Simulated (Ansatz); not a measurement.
# CdS: the γ surface of a lattice plane, part 3 of 3

Aim: map the energy of CdS (P6_3mc, No. 186; 8 atoms in the cell) over two coordinates, and find its wells, ridges and stiffness.

Ansatz 0.2.0; DFT PBE, scalar-relativistic, plane waves, PAW. The steps go on from the part before.

**15. Energy over the grid**

31 points were computed, 113 more follow by symmetry. Energies in mJ/m², from the perfect crystal:

```csv
"slide along a2 ↓, slide along a1 →",0/12,1/12,2/12,3/12,4/12,5/12,6/12,7/12,8/12,9/12,10/12,11/12
11/12,24,24,77,189,349,518,630,630,518,349,189,77
10/12,100,71,100,189,333,506,653,712,653,506,333,189
9/12,231,170,170,231,349,506,661,761,761,661,506,349
8/12,396,313,285,313,396,518,653,761,802,761,653,518
7/12,539,463,420,420,463,539,630,712,761,761,712,630
6/12,597,561,534,523,534,561,597,630,653,661,653,630
5/12,539,561,578,587,587,578,561,539,518,506,506,518
4/12,396,463,534,587,607,587,534,463,396,349,333,349
3/12,231,313,420,523,587,587,523,420,313,231,189,189
2/12,100,170,285,420,534,578,534,420,285,170,100,77
1/12,24,71,170,313,463,561,561,463,313,170,71,24
0/12,0,24,100,231,396,539,597,539,396,231,100,24
```

The largest force on an atom (eV/Å) at each point:

| slide along a2 ↓, slide along a1 → | 0/12 | 1/12 | 2/12 | 3/12 | 4/12 | 5/12 | 6/12 | 7/12 | 8/12 | 9/12 | 10/12 | 11/12 |
| --- | --- | --- | --- | --- | --- | --- | --- | --- | --- | --- | --- | --- |
| 11/12 | 0.16 | 0.16 | 0.36 | 0.59 | 0.72 | 0.68 | 0.51 | 0.51 | 0.68 | 0.72 | 0.59 | 0.36 |
| 10/12 | 0.40 | 0.30 | 0.40 | 0.59 | 0.74 | 0.74 | 0.57 | 0.41 | 0.57 | 0.74 | 0.74 | 0.59 |
| 9/12 | 0.61 | 0.50 | 0.50 | 0.61 | 0.72 | 0.74 | 0.60 | 0.35 | 0.35 | 0.60 | 0.74 | 0.72 |
| 8/12 | 0.68 | 0.63 | 0.60 | 0.63 | 0.68 | 0.68 | 0.57 | 0.35 | 0.21 | 0.35 | 0.57 | 0.68 |
| 7/12 | 0.58 | 0.61 | 0.61 | 0.61 | 0.61 | 0.58 | 0.51 | 0.41 | 0.35 | 0.35 | 0.41 | 0.51 |
| 6/12 | 0.48 | 0.51 | 0.55 | 0.56 | 0.55 | 0.51 | 0.48 | 0.51 | 0.57 | 0.60 | 0.57 | 0.51 |
| 5/12 | 0.58 | 0.51 | 0.50 | 0.51 | 0.51 | 0.50 | 0.51 | 0.58 | 0.68 | 0.74 | 0.74 | 0.68 |
| 4/12 | 0.68 | 0.61 | 0.55 | 0.51 | 0.50 | 0.51 | 0.55 | 0.61 | 0.68 | 0.72 | 0.74 | 0.72 |
| 3/12 | 0.61 | 0.63 | 0.61 | 0.56 | 0.51 | 0.51 | 0.56 | 0.61 | 0.63 | 0.61 | 0.59 | 0.59 |
| 2/12 | 0.40 | 0.50 | 0.60 | 0.61 | 0.55 | 0.50 | 0.55 | 0.61 | 0.60 | 0.50 | 0.40 | 0.36 |
| 1/12 | 0.16 | 0.30 | 0.50 | 0.63 | 0.61 | 0.51 | 0.51 | 0.61 | 0.63 | 0.50 | 0.30 | 0.16 |
| 0/12 | 0.00 | 0.16 | 0.40 | 0.61 | 0.68 | 0.58 | 0.48 | 0.58 | 0.68 | 0.61 | 0.40 | 0.16 |

Energy (mJ/m²) at eleven even steps along the easiest path on the interpolated surface, from (0/12, 0/12) of the map's two axes: 0, 32, 147, 336, 524, 550, 421, 249, 112, 34, 0.

**16. Summary of results**

The summary covers parts 1 to 3. Changes of volume or cell count from the first structure of part 1.

```
                                                               quantity                                                                                                               value
                                                           relaxed cell                                          a = 4.197 Å, b = 4.197 Å, c = 6.828 Å, α = 90.00°, β = 90.00°, γ = 120.00°
                                                   space group (0.01 Å)                                                                                                    P6_3mc (No. 186)
                                                                 volume                                                                                                       26.04 Å³/atom
formation energy (elements from runs with the same settings, not shown)                                                                                                       -0.66 eV/atom
                                                           lowest point                                                                         (0/12, 0/12) of the map's two axes, 0 mJ/m²
                                                 highest computed point                                                      (8/12, 8/12) of the map's two axes, 802 mJ/m² above the lowest
                                        largest force on an atom (eV/Å)  0.00 at (0/12, 0/12) of the map's two axes to 0.74 at (5/12, 9/12) of the map's two axes; 0.00 at the lowest point
                                                    time for all points                                                                                    11 min on 2 threads, shared host
        step 14, run with xc revpbe, ecutwfc left out (against step 13)                    converged; the pressure goes from -0.5 to 1.0 GPa; the gap on the mesh goes from 0.53 to 0.64 eV
```

In words: The cell grew by 4.2 % in volume on relaxing. PBE usually gives cells somewhat too large. Measured lattice constant a of CdS: 4.1354 Å (300 K; a printed reference work, data compilation). This calculation gives 4.197 Å (+1.5 %). A measured lattice constant c of CdS is 6.712 Å (300 K; a printed reference work, data compilation); the calculated 6.828 Å misses it by +1.7 %. That is the cell relaxed with PBE, without thermal expansion or zero-point motion. The lowest computed point is at (0/12, 0/12) of the map's two axes, which is the perfect crystal itself. The grid shows no other well, apart from its symmetry copies. The highest computed point, (8/12, 8/12) of the map's two axes, lies 802 mJ/m² above the lowest. On the interpolated surface the easiest way out of the lowest well to its copy in the next cell or period passes a barrier of about 570 mJ/m².

These are semilocal Kohn-Sham gaps, which aren't the measured quantity. Such gaps usually fall short of the measured ones.
